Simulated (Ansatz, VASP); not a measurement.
Given: the input of a run of Ansatz 0.2.0 on TiC.

File input.yaml:

```yaml
crystal:
  lattice:
    - [3.122858896, 0.0, 0.0]
    - [1.561429448, 2.7044751364, 0.0]
    - [1.561429448, 0.9014917122, 2.5498036113]
  atoms:
    - { symbol: Ti, position: [0.0, 0.0, 0.0] }
    - { symbol: C, position: [0.5, 0.5, 0.5] }
kpoints:
  mp_grid: { grid: [11, 11, 11] }
scf:
  occupations: { method: fermi_dirac, width: 0.05 }
hamiltonian:
  xc: lda
  pseudopotentials: { kind: all_electron, lapw: { basis_error: 0.001 } }
output:
  forces: true
  stress: true
  eigenvalues: true
```

Potentials or basis: all-electron LAPW, scalar-relativistic.

Run with:

```bash
$ ansatz run input.yaml --threads 1 --pin off --max-ram 3072MiB --backend cpu --events-out ev --progress --plain --runs-dir out
```

Q: Set up the same calculation for VASP 6.6.1. Potentials there: VASP PAW LDA potentials, release 64 (Ti_sv, C).

A: As run (the cutoff follows the program's own potentials):

INCAR

```
PREC     = Accurate       # precision mode
ENCUT    = 520            # plane-wave cutoff, eV
EDIFF    = 1E-6           # SCF threshold, eV
ISMEAR   = -1             # smearing method
SIGMA    = 0.05           # smearing width, eV
LREAL    = F              # projectors in reciprocal space
LASPH    = T              # aspherical terms in the spheres
NELM     = 60             # most SCF steps
ALGO     = Normal         # electronic algorithm
ISIF     = 2              # what is computed and relaxed
LWAVE    = F              # write WAVECAR
LCHARG   = F              # write CHGCAR
NBANDS   = 15             # bands
```

Contents of KPOINTS:

```
Automatic mesh
0
Gamma
  11 11 11
```

Contents of POSCAR:

```
TiC
1.0
    3.1228588960      0.0000000000      0.0000000000
    1.5614294480      2.7044751364      0.0000000000
    1.5614294480      0.9014917122      2.5498036113
Ti C
1 1
Direct
    0.0000000000      0.0000000000      0.0000000000
    0.5000000000      0.5000000000      0.5000000000
```

Potentials or basis: VASP PAW LDA potentials, release 64 (Ti_sv, C).

Launch:

```bash
$ cat potpaw_LDA.64/Ti_sv/POTCAR potpaw_LDA.64/C/POTCAR > POTCAR
$ mpirun -np 1 vasp_std > vasp.out
```

Both were run:

|  | VASP | Ansatz | Ansatz less VASP |
| --- | --- | --- | --- |
| gap on the k mesh at the Fermi level (eV) | none | none | - |
| pressure (GPa) | -24.0 | -24.4 | -0.41 |

A gap of «none» marks a metal or a gap that the smearing closes. Ansatz ran all-electron here, so the differences hold the error of VASP's frozen core and of both bases.

Caveats: so large a pressure means that the cell lies far from this level's equilibrium, or that cutoff or potentials fall short (VASP).
